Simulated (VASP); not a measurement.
# SiNi2 (P6_3/mmc) in VASP: settings compared

The runs below take SiNi2 through relaxation of cell and atoms, with PBE, PBEsol, PBEsol+D3.

Program: VASP 6.6.1. These are calculated values, not measurements. Logs are shortened: lines on timing, memory, paths and dates and some standing lists are left out, and cuts for length are marked.

**1. The structure**

The structure is hexagonal, space group P6_3/mmc (No. 194). The conventional cell has a = 3.836 Å, b = 3.836 Å, c = 4.948 Å, α = 90.00°, β = 90.00°, γ = 120.00°. Ni (site symmetry -6m2) is surrounded by 5 Si at 2.21 to 2.47 Å and 6 Ni at 2.54 Å. Ni (site symmetry -3m) has 8 Ni at 2.47 to 2.54 Å and 6 Si at 2.54 Å as nearest neighbours. Si (site symmetry -6m2) has 11 Ni at 2.21 to 2.54 Å as nearest neighbours.

**2. Relaxation of cell and atoms, PBE, collinear spin, ferromagnetic start, target pressure 20 GPa, at which the enthalpy is minimised**

Contents of INCAR:

```
SYSTEM = SiNi2
PREC = Accurate
ENCUT = 600
EDIFF = 1E-7
ISMEAR = -1
SIGMA = 0.05
LREAL = .False.
LASPH = .True.
NELM = 120
ALGO = Fast
ISIF = 3
LWAVE = .False.
LCHARG = .False.
ISPIN = 2
MAGMOM = 1 1 1 1 0 0
LORBIT = 11
LMAXMIX = 4
GGA = PE
IBRION = 2
NSW = 40
EDIFFG = -0.02
PSTRESS = 200
```

Contents of KPOINTS:

```
regular mesh
0
Gamma
  6 6 5
  0 0 0
```

Contents of POSCAR:

```
SiNi2
1.0
    3.8360000000      0.0000000000      0.0000000000
   -1.9180000000      3.3220734489      0.0000000000
    0.0000000000      0.0000000000      4.9480000000
Ni Si
4 2
Direct
    0.6666666667      0.3333333333      0.7500000000
    0.3333333333      0.6666666667      0.2500000000
    0.0000000000      0.0000000000      0.5000000000
    0.0000000000      0.0000000000      0.0000000000
    0.6666666667      0.3333333333      0.2500000000
    0.3333333333      0.6666666667      0.7500000000
```

Potentials or basis: VASP PAW PBE potentials, release 64 (Ni, Si).

Run with:

```console
$ cat potpaw_PBE.64/Ni/POTCAR potpaw_PBE.64/Si/POTCAR > POTCAR
$ mpirun -np 1 vasp_std > vasp.out
```

OUTCAR:

```text
SYSTEM = SiNi2
   PREC = Accurate
   ENCUT = 600
   EDIFF = 1E-7
   ISMEAR = -1
   LREAL = .False.
   LASPH = .True.
   NELM = 120
   ISIF = 3
   ISPIN = 2
   LORBIT = 11
   GGA = PE
   IBRION = 2
   NSW = 40
   EDIFFG = -0.02
   PSTRESS = 200

 ion  position               nearest neighbor table
   1  0.667  0.333  0.750-   6 2.21   6 2.21   6 2.21   5 2.47   5 2.47   3 2.54   4 2.54   3 2.54
                             4 2.54   3 2.54   4 2.54
   2  0.333  0.667  0.250-   5 2.21   5 2.21   5 2.21   6 2.47   6 2.47   3 2.54   4 2.54   4 2.54
                             3 2.54   4 2.54   3 2.54
   3  0.000  0.000  0.500-   4 2.47   4 2.47   1 2.54   5 2.54   6 2.54   2 2.54   2 2.54   6 2.54
                             1 2.54   5 2.54   1 2.54   5 2.54   2 2.54   6 2.54
   4  0.000  0.000  0.000-   3 2.47   3 2.47   1 2.54   5 2.54   6 2.54   2 2.54   2 2.54   6 2.54
                             1 2.54   5 2.54   1 2.54   5 2.54   2 2.54   6 2.54
   5  0.667  0.333  0.250-   2 2.21   2 2.21   2 2.21   1 2.47   1 2.47   3 2.54   4 2.54   3 2.54
                             4 2.54   3 2.54   4 2.54
   6  0.333  0.667  0.750-   1 2.21   1 2.21   1 2.21   2 2.47   2 2.47   3 2.54   4 2.54   4 2.54
                             3 2.54   4 2.54   3 2.54

  LATTYP: Found a hexagonal cell.
 ALAT       =     3.8360000000
 C/A-ratio  =     1.2898852972

  Lattice vectors:

 A1 = (   3.8360000000,   0.0000000000,   0.0000000000)
 A2 = (  -1.9180000000,   3.3220734489,   0.0000000000)
 A3 = (   0.0000000000,   0.0000000000,   4.9480000000)

Analysis of symmetry for initial positions (statically):
=====================================================================
 Subroutine PRICEL returns:
 Original cell was already a primitive cell.

 Routine SETGRP: Setting up the symmetry group for a
 hexagonal supercell.

 Subroutine GETGRP returns: Found 24 space group operations
 (whereof 12 operations were pure point group operations)
 out of a pool of 24 trial point group operations.

The static configuration has the point symmetry D_3d.
 The point group associated with its full space group is D_6h.

Analysis of symmetry for dynamics (positions and initial velocities):
=====================================================================
 Subroutine PRICEL returns:
 Original cell was already a primitive cell.

 Routine SETGRP: Setting up the symmetry group for a
 hexagonal supercell.

 Subroutine GETGRP returns: Found 24 space group operations
 (whereof 12 operations were pure point group operations)
 out of a pool of 24 trial point group operations.

The dynamic configuration has the point symmetry D_3d.
 The point group associated with its full space group is D_6h.

Analysis of structural, dynamic, and magnetic symmetry:
[... 138 lines left out ...]
  Fermi-wavevector in a.u.,A,eV,Ry     =   1.494799  2.824760 30.401176  2.234423
  Thomas-Fermi vector in A             =   2.607025
   LORBIT       =     11    0 simple, 1 ext, 2 COOP (PROOUT), +10 PAW based schemes
   GGA     = PE    functional components
   LHFCALC =     F    Hartree Fock is set to
   AEXX    =    0.0000 exact exchange contribution
   IVDW    =     0    specifies the selected vdW correction
   LEPSILON=     F    determine dielectric tensor
   LRPA    =     F    only Hartree local field effects (RPA)
 conjugate gradient relaxation of ions
 spin polarized calculation
 RMM-DIIS sequential band-by-band and
  energy-cutoff  :      600.00
  volume of cell :       63.05
 maximum number of plane-waves:      2132
 NGX is ok and might be reduce to    32
   NGX = 15   NGY = 15   NGZ = 19

--------------------------------------- Ionic step        1  -------------------------------------------

 number of electron      47.9999976 magnetization      -0.0002174

 number of electron      47.9999976 magnetization       0.0000017

 Free energy of the ion-electron system (eV)
  ---------------------------------------------------
  ext. energy  EPLUGINS =         0.00000000
  ---------------------------------------------------
  free energy    TOTEN  =       -35.68962240 eV

  energy without entropy =      -35.66569881  energy(sigma->0) =      -35.67766060

------------------------ aborting loop because EDIFF is reached ----------------------------------------

  FORCE on cell =-STRESS in cart. coord.  units (eV):
  Direction    XX          YY          ZZ          XY          YZ          ZX
  --------------------------------------------------------------------------------------
  -------------------------------------------------------------------------------------
  Total        5.0670654      5.0670654      2.9730862      0.0000000      0.0000000      0.0000000
  in kB      128.7506916    128.7506916     75.5441020      0.0000000      0.0000000      0.0000000
  external PRESSURE =     -88.9848382 kB  Pullay stress =     200.0000000 kB
[... 119 lines left out ...]
 number of electron      48.0000013 magnetization       0.0000011

 number of electron      48.0000013 magnetization      -0.0000005

 Free energy of the ion-electron system (eV)
  ---------------------------------------------------
  ext. energy  EPLUGINS =         0.00000000
  ---------------------------------------------------
  free energy    TOTEN  =       -35.49833771 eV

  energy without entropy =      -35.47550292  energy(sigma->0) =      -35.48692031

 E-fermi :  12.2378     XC(G=0): -13.3329

 val. band max:       12.2115332318   @ k =   0.3333   0.1667   0.4000
 cond. band min:      12.2815213550   @ k =   0.1667   0.1667   0.4000
 fundamental gap:      0.0699881233
 Fermi energy:        12.2378075154

 spin component 1

 k-point     1 :       0.0000    0.0000    0.0000
  band No.  band energies     occupation
      1      -0.9239      1.00000
      2       3.7987      1.00000
      3       5.4171      1.00000
      4       6.7682      1.00000
      5       6.7682      1.00000
      6       8.0177      1.00000
[... 682 lines left out ...]
     29      19.4408      0.00000
     30      19.4562      0.00000
 Fermi energy:        12.2378075154

 spin component 2

 k-point     1 :       0.0000    0.0000    0.0000
  band No.  band energies     occupation
      1      -0.9239      1.00000
      2       3.7987      1.00000
      3       5.4171      1.00000
      4       6.7682      1.00000
      5       6.7682      1.00000
      6       8.0177      1.00000
[... 719 lines left out ...]
  energy  without entropy=      -35.4755029208  energy(sigma->0) =      -35.48692031

  enthalpy is  TOTEN    =       -27.8958773687 eV   P V=        7.6024603403

 reached required accuracy - stopping structural energy minimisation

 total charge

# of ion       s       p       d       tot
------------------------------------------
    1        0.544   0.690   8.568   9.802
    2        0.544   0.690   8.568   9.802
    3        0.461   0.614   8.474   9.549
    4        0.461   0.614   8.474   9.549
    5        0.725   0.918   0.000   1.643
    6        0.725   0.918   0.000   1.643
--------------------------------------------------
tot          3.461   4.443  34.083  41.988

 magnetization (x)

# of ion       s       p       d       tot
------------------------------------------
    1       -0.000  -0.000  -0.000  -0.000
    2       -0.000  -0.000  -0.000  -0.000
    3       -0.000  -0.000   0.000   0.000
    4       -0.000  -0.000   0.000   0.000
    5        0.000   0.000   0.000   0.000
    6        0.000   0.000   0.000   0.000
--------------------------------------------------
tot         -0.000   0.000  -0.000  -0.000
```

OSZICAR:

```text
N       E                     dE             d eps       ncg     rms          rms(c)
DAV:   1     0.337946602832E+03    0.33795E+03   -0.23647E+04  2544   0.232E+03
DAV:   2    -0.156379338531E+02   -0.35358E+03   -0.33968E+03  2520   0.417E+02
DAV:   3    -0.397469973208E+02   -0.24109E+02   -0.22973E+02  2790   0.139E+02
[... 56 lines left out ...]
RMM:   7    -0.354983316535E+02   -0.13749E-04   -0.23456E-04  2610   0.137E-01    0.229E-02
RMM:   8    -0.354983348503E+02   -0.31968E-05   -0.87324E-05  2722   0.766E-02    0.482E-03
RMM:   9    -0.354983376603E+02   -0.28101E-05   -0.30242E-05  3102   0.295E-02    0.334E-03
RMM:  10    -0.354983377029E+02   -0.42605E-07   -0.17823E-06  2334   0.908E-03    0.147E-03
RMM:  11    -0.354983377090E+02   -0.61036E-08   -0.62451E-07  1801   0.470E-03
   4 F= -.27895877E+02 E0= -.27884460E+02  d E =-.875144E-02  mag=     0.0000
```

It took 2.7 min on 1 thread of Intel Xeon 6975P-C (Granite Rapids), shared host; peak memory 0.27 GiB.

Results:

- Free energy: -35.4983 eV
- Relaxed volume: 10.15 Å³/atom
- Relaxed cell: a = 3.819 Å, b = 3.819 Å, c = 4.823 Å, α = 90.00°, β = 90.00°, γ = 120.00°
- Space group after relaxing (to 0.05 Å): P6_3/mmc (No. 194)
- Energy change on relaxing (the enthalpy is what falls): +31.9 meV/atom
- Ionic steps: 4
- Pressure after relaxing: 20.0 GPa
- Band gap on the k mesh: none (metal or under the smearing width)
- Net moment: 0.00 μB per cell
- Valence electrons inside the program's atomic spheres: Ni 9.80, 9.55; Si 1.64

The path:
```tsv
step	energy change (eV)	largest force (eV/Å)	pressure (GPa)	volume (Å³)
1	0.0000	0.0000	11.10	63.05
2	0.7230	0.0000	36.80	57.87
3	0.2042	0.0000	20.57	60.87
4	0.1913	0.0000	19.99	60.90
```

Final structure:
```xyz
6
Lattice="3.8187 0.0000 0.0000 -1.9093 3.3071 0.0000 0.0000 0.0000 4.8226" Properties=species:S:1:pos:R:3 pbc="T T T"
Ni    1.9093    1.1024    3.6170
Ni    0.0000    2.2047    1.2057
Ni    3.8187    0.0000    2.4113
Ni    3.8187    0.0000    0.0000
Si    1.9093    1.1024    1.2057
Si    0.0000    2.2047    3.6170
```

Caveat: the cell is relaxed towards a set pressure, so the enthalpy falls and the energy may rise.

(Continued in part 2 of 2.)
